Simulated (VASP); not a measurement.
**Tm: single point with PBE**

The system is Tm.

```xyz
1
Lattice="-1.9303 1.9303 1.9303 1.9303 -1.9303 1.9303 1.9303 1.9303 -1.9303" Properties=species:S:1:pos:R:3 pbc="T T T"
Tm    0.0000    0.0000    0.0000
```

This isn't the form of Tm at room conditions, which is hcp.

The cell isn't the ideal one: volume scaled by 0.94.

| Item | Value |
| --- | --- |
| Program | VASP 6.6.1 |
| Task | single point |
| Functional | PBE |
| Potentials or basis | VASP PAW PBE potentials, release 64 (Tm) |
| Cutoff | 520 eV |
| k mesh | 10 × 10 × 10 |
| Occupations | fermi-dirac, width 0.05 eV |
| Spin | collinear spin, typed start |
| Starting moments | [2.0] μB |
| Dipole correction | no |
| Further INCAR settings | ALGO = Normal; EDIFF = 1e-06; NBANDS = 22 |

The pressure is 7.6 GPa. The band gap on the k mesh is none (metal or under the smearing width). The net moment is 1.16 μB per cell, the site moments are Tm +1.23 μB and the valence electrons inside the program's atomic spheres are Tm 21.10.

Levels at points of the mesh, in eV from the Fermi level:
Spin up:
```csv
k point,band 9,band 10,band 11,band 12,band 13,band 14,band 15,band 16
"(0.00, 0.00, 0.00)",-1.02,-1.02,-1.02,-1.02,2.95,2.95,2.95,5.32
"(0.50, 0.00, 0.00)",-1.18,-1.12,-1.08,-1.02,1.00,1.49,5.19,6.26
"(0.50, 0.50, 0.50)",-1.14,-1.14,-1.14,-1.12,-1.12,6.87,6.87,6.87
```
Spin down:
```
           k point  band 8  band 9  band 10  band 11  band 12  band 13  band 14  band 15
(0.00, 0.00, 0.00)   -0.32   -0.32    -0.15    -0.15    -0.15     3.00     3.00     3.00
(0.50, 0.00, 0.00)   -0.43   -0.33    -0.05    -0.02     0.04     1.00     1.46     5.23
(0.50, 0.50, 0.50)   -0.46   -0.46    -0.46     0.10     0.10     0.10     6.83     6.83
```

It took 3.9 min on 1 thread of AMD EPYC 7R43 64-Core Processor (Zen 3) (shared host), peak memory 0.19 GiB.

Caveat: the magnetic or orbital state may not be the lowest; spin-orbit coupling is left out, which moves the levels of the heavy elements. The state reached can hang on the start; a lower one may exist.
